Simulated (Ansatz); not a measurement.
This guess for Cd₂Hg₃Te₅ is about to be relaxed.

```cif
data_structure
_symmetry_space_group_name_H-M 'R-3m:H'
_symmetry_Int_Tables_number 166
_cell_length_a 4.4038
_cell_length_b 4.4038
_cell_length_c 53.9347
_cell_angle_alpha 90.000
_cell_angle_beta 90.000
_cell_angle_gamma 120.000
_cell_volume 905.83
loop_
_atom_site_label
_atom_site_type_symbol
_atom_site_symmetry_multiplicity
_atom_site_Wyckoff_symbol
_atom_site_fract_x
_atom_site_fract_y
_atom_site_fract_z
_atom_site_occupancy
Cd1 Cd 6 c 0.66667 0.33333 0.93333 1
Hg1 Hg 3 a 0.00000 0.00000 0.00000 1
Hg2 Hg 6 c 0.33333 0.66667 0.86667 1
Te1 Te 6 c 0.33333 0.66667 0.96667 1
Te2 Te 6 c 0.00000 0.00000 0.90000 1
Te3 Te 3 b 0.66667 0.33333 0.83333 1
```

All numbers below come from Ansatz 0.2.0, DFT PBE, scalar-relativistic, plane waves, PAW. Cutoff 420 eV, Gaussian smearing, Γ-centred meshes. Cell and atoms relax on a converged mesh. In metals the finer mesh still leaves noise of several meV/atom or more. The steps can't lower the symmetry of their start. No spin polarisation.

A guess keeps its type if space group and coordination stay and the shape of the cell changes little (axis ratios within about 15 %, angles within 6°); the volume may change.

**Question.** Does this structure survive the relaxation?

**Answer.** It keeps its type. The symmetry stays R-3m (No. 166). The volume per atom shrinks by 4.1 %, from 30.2 to 28.9 Å³. The shortest distance goes from 3.11 Å (Cd–Te and Hg–Te) to 3.04 Å (Cd–Te). The ratio c/a of the conventional cell changes by a factor of 1.00. Counting neighbours within 15 % of an atom's shortest distance, the start has Cd 6, Hg 6, Te 6 and the end Cd 6, Hg 6, Te 6.

Energies over the elements count from the elements' standard structures at the same level, with no fitted energy shifts. The references include crystalline Hg.

**Question.** At what energy does it end?

**Answer.** −0.12 eV/atom. Whether it is stable depends on the other phases of the system, which aren't compared here.

The last run used a 12×12×12 mesh for its 10-atom cell and Gaussian smearing of 0.10 eV. These runs have no spin–orbit coupling, which can matter for Hg and Te. The reference form of Te is held partly by dispersion forces, which this level lacks. Symmetry constrained the relaxation, so the result can be a saddle point.
